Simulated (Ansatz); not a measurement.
Al: relaxation of cell and atoms with PBEsol

The system is Al.

```
Al
1.0
    -1.59122    1.59122    1.59122
     1.59122   -1.59122    1.59122
     1.59122    1.59122   -1.59122
Al
1
Direct
  0.00000 0.00000 0.00000
```

This isn't the form of Al at room conditions, which is fcc.

```yaml
Program: Ansatz 0.2.0
Task: relaxation of cell and atoms
Functional: PBEsol
Potentials_or_basis: Ansatz PAW
Cutoff: "420 eV (not typed: the program's choice for these potentials)"
k_mesh: 12 × 12 × 12
Occupations: fermi-dirac, width 0.05 eV
Spin: no spin polarisation
Target_pressure: 20 GPa
Target_pressure_GPa: 20
```

```yaml
Relaxed_volume: 13.79 Å³/atom
Relaxed_cell: a = 2.616 Å, b = 2.616 Å, c = 2.616 Å, α = 109.47°, β = 109.47°, γ = 109.47°
Space_group_after_relaxing_to_0.05_Å: Im-3m (No. 229)
Energy_change_on_relaxing_the_enthalpy_is_what_falls: +145.0 meV/atom
Ionic_steps: 7
Pressure_after_relaxing: 20.0 GPa
Band_gap_on_the_k_mesh: none (metal or under the smearing width)
```

Step by step:
| step | energy change (eV) | largest force (eV/Å) | volume (Å³) |
| --- | --- | --- | --- |
| 1 | 0.0000 | 0.0000 | 16.12 |
| 2 | 0.1342 | 0.0000 | 13.87 |
| 3 | 0.1463 | 0.0000 | 13.77 |
| 4 | 0.1441 | 0.0000 | 13.79 |
| 5 | 0.1443 | 0.0000 | 13.79 |
| 6 | 0.1450 | 0.0000 | 13.79 |
| 7 | 0.1450 | 0.0000 | 13.79 |

Final structure:
```yaml
crystal:
  lattice:
    - [-1.51049, 1.51049, 1.51049]
    - [1.51049, -1.51049, 1.51049]
    - [1.51049, 1.51049, -1.51049]
  atoms:
    - { symbol: Al, position: [0.00000, 0.00000, 0.00000] }
```

Levels at points of the mesh, in eV from the Fermi level:
```tsv
k point	band 1	band 2	band 3	band 4	band 5
(0.00, 0.00, 0.00)	-12.41	14.27	14.27	14.27	17.53
(0.00, 0.00, -0.50)	-5.00	-4.07	8.65	9.65	11.30
(-0.50, -0.50, -0.50)	2.23	2.23	2.23	2.67	2.67
```

Wall time 2.4 s on 2 threads of Arm Neoverse V2, with other jobs on the host, peak memory 0.25 GiB.

Caveat: the plane-wave basis is chosen anew once the cell has moved, so the energies of steps on either side of that aren't comparable; the PAW data sets come from PBE, with cores solved anew for the run's functional, which leaves a small shift of forces and pressure.
